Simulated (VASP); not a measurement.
Set up this calculation in VASP 6.6.1, as the native input.

- Task: single point
- Functional: PBE
- Potentials or basis: VASP PAW PBE potentials, release 64 (Hf_pv, N)
- Cutoff: 900 eV
- k mesh: 8 × 8 × 4
- Occupations: gaussian, width 0.02 eV
- Spin: no spin polarisation
- Further INCAR settings: ADDGRID = False; ALGO = Normal; EDIFF = 1e-08

The structure of HfN lies in POSCAR:

```
HfN
1.0
    3.1339080219      0.0000000000      0.0000000000
   -1.5669540110      2.7140439601      0.0000000000
    0.0000000000      0.0000000000      5.4167677200
Hf N
2 2
Direct
    0.3333333333      0.6666666667      0.2500000000
    0.6666666667      0.3333333333      0.7500000000
    0.0000000000      0.0000000000      0.5000000000
    0.0000000000      0.0000000000      0.0000000000
```

The cell comes from a database or a generator and needn't be the stable form of this composition.

One way to write it, as run:

INCAR

```
  ADDGRID = F
  ALGO = Normal
  EDIFF = 1E-8
  ENCUT = 900
  GGA = PE
  ISIF = 2
  ISMEAR = 0
  LASPH = T
  LCHARG = F
  LREAL = F
  LWAVE = F
  NELM = 100
  PREC = Accurate
  SIGMA = 0.02
```

KPOINTS

```
k-points
0
Gamma
  8 8 4
```

Potentials or basis: VASP PAW PBE potentials, release 64 (Hf_pv, N).

Launch:

```sh
$ cat potpaw_PBE.64/Hf_pv/POTCAR potpaw_PBE.64/N/POTCAR > POTCAR
$ mpirun -np 1 vasp_std > vasp.out
```

Results of the run:

```
Pressure               : 4.4 GPa
Band gap on the k mesh : none (metal or under the smearing width)
```

It took 88 s on 1 thread of Intel(R) Xeon(R) Platinum 8488C (Sapphire Rapids) (shared host), peak memory 0.24 GiB.
